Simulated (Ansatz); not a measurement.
**Band table of BaO**

```
Ba O
1.0
     0.00000    2.73154    2.73154
     2.73154    0.00000    2.73154
     2.73154    2.73154    0.00000
Ba O
1 1
Cartesian
  0.0000 0.0000 0.0000
  2.7315 2.7315 2.7315
```

Atom numbers follow the list: Ba1, O2.

The cell comes from COD entry 5910030, which wasn't checked; take it as a given geometry. It differs from other determinations. The listed cell was then made from it by scaling, straining or moving an atom.

No spin–orbit coupling, which matters for the heavy atoms here.

The calculation used Ansatz 0.2.0, DFT, LDA, all-electron LAPW, scalar-relativistic.

The runs use a Γ-centred 8×8×8 k mesh, Fermi–Dirac smearing of 0.02 eV, basis error target 0.5 meV/atom, no spin polarisation.

Path points, in fractions of the reciprocal vectors: Γ (0.000, 0.000, 0.000), X (0.500, 0.000, 0.500), U (0.625, 0.250, 0.625), K (0.375, 0.375, 0.750), L (0.500, 0.500, 0.500), W (0.500, 0.250, 0.750). Levels in eV from the valence-band top; bands 11 to 19, counted from the lowest band of the run. The gap is 1.75 eV, direct at X (0.5, 0, 0.5).

```
# k(1/Å) point b11 b12 b13 b14 b15 b16 b17 b18 b19
0.000 Γ -14.84 -10.12 -10.12 -10.12 -0.59 -0.59 -0.59 3.53 4.65
0.230 - -14.94 -10.19 -10.19 -10.07 -1.10 -0.60 -0.60 4.03 4.09
0.460 - -15.13 -10.37 -10.37 -10.19 -1.60 -0.57 -0.57 3.16 4.86
0.690 - -15.22 -10.77 -10.58 -10.58 -1.28 -0.47 -0.47 2.40 5.65
0.920 - -15.14 -11.51 -10.75 -10.75 -0.46 -0.35 -0.35 1.91 6.15
1.150 X -15.07 -11.85 -10.81 -10.81 -0.30 -0.30 0.00 1.75 6.16
1.231 - -15.08 -11.84 -10.80 -10.80 -0.34 -0.33 -0.01 1.82 6.22
1.313 - -15.12 -11.81 -10.78 -10.78 -0.47 -0.42 -0.03 2.01 6.39
1.394 - -15.17 -11.75 -10.75 -10.74 -0.65 -0.55 -0.07 2.32 6.64
1.475 - -15.24 -11.68 -10.70 -10.68 -0.87 -0.72 -0.11 2.72 6.83
1.557 U -15.31 -11.59 -10.65 -10.62 -1.09 -0.90 -0.17 3.21 6.34
1.698 - -15.35 -11.49 -10.86 -10.38 -1.38 -0.78 -0.25 3.59 5.78
1.838 - -15.37 -11.33 -11.11 -10.22 -1.59 -0.58 -0.39 4.19 4.96
1.979 - -15.37 -11.33 -11.11 -10.22 -1.59 -0.58 -0.39 4.19 4.96
2.120 - -15.35 -11.49 -10.86 -10.38 -1.38 -0.78 -0.25 3.59 5.78
2.261 K -15.31 -11.59 -10.65 -10.62 -1.09 -0.90 -0.17 3.21 6.34
2.505 - -15.48 -11.23 -10.45 -10.40 -1.67 -1.40 -0.37 4.88 5.10
2.749 - -15.46 -10.81 -10.27 -10.21 -1.87 -1.58 -0.54 4.30 5.82
2.993 - -15.23 -10.45 -10.17 -10.12 -1.59 -1.34 -0.61 4.03 5.22
3.237 - -14.96 -10.20 -10.13 -10.11 -0.98 -0.86 -0.60 4.15 4.30
3.481 Γ -14.84 -10.12 -10.12 -10.12 -0.59 -0.59 -0.59 3.53 4.65
3.680 - -14.92 -10.15 -10.13 -10.13 -0.82 -0.72 -0.72 3.97 4.46
3.879 - -15.15 -10.20 -10.17 -10.17 -1.30 -1.03 -1.03 4.22 5.14
4.079 - -15.42 -10.27 -10.21 -10.21 -1.78 -1.37 -1.37 4.35 6.09
4.278 - -15.64 -10.32 -10.24 -10.24 -2.11 -1.61 -1.61 4.69 6.89
4.477 L -15.73 -10.34 -10.25 -10.25 -2.23 -1.70 -1.70 4.90 7.28
4.640 - -15.69 -10.42 -10.38 -10.26 -2.09 -1.63 -1.57 4.88 6.42
4.802 - -15.60 -10.68 -10.68 -10.25 -1.85 -1.31 -1.22 4.80 5.59
4.965 - -15.47 -11.02 -11.00 -10.22 -1.70 -0.81 -0.78 4.63 4.95
5.128 - -15.35 -11.28 -11.27 -10.19 -1.60 -0.40 -0.40 4.46 4.54
5.290 W -15.31 -11.37 -11.37 -10.18 -1.56 -0.26 -0.26 4.40 4.40
5.405 - -15.28 -11.53 -11.21 -10.24 -1.45 -0.31 -0.19 3.55 5.32
5.520 - -15.23 -11.66 -11.05 -10.40 -1.15 -0.33 -0.12 2.82 6.29
5.635 - -15.15 -11.77 -10.92 -10.59 -0.77 -0.33 -0.06 2.25 6.54
5.750 - -15.09 -11.83 -10.84 -10.75 -0.43 -0.31 -0.01 1.88 6.27
5.865 X -15.07 -11.85 -10.81 -10.81 -0.30 -0.30 0.00 1.75 6.16
```
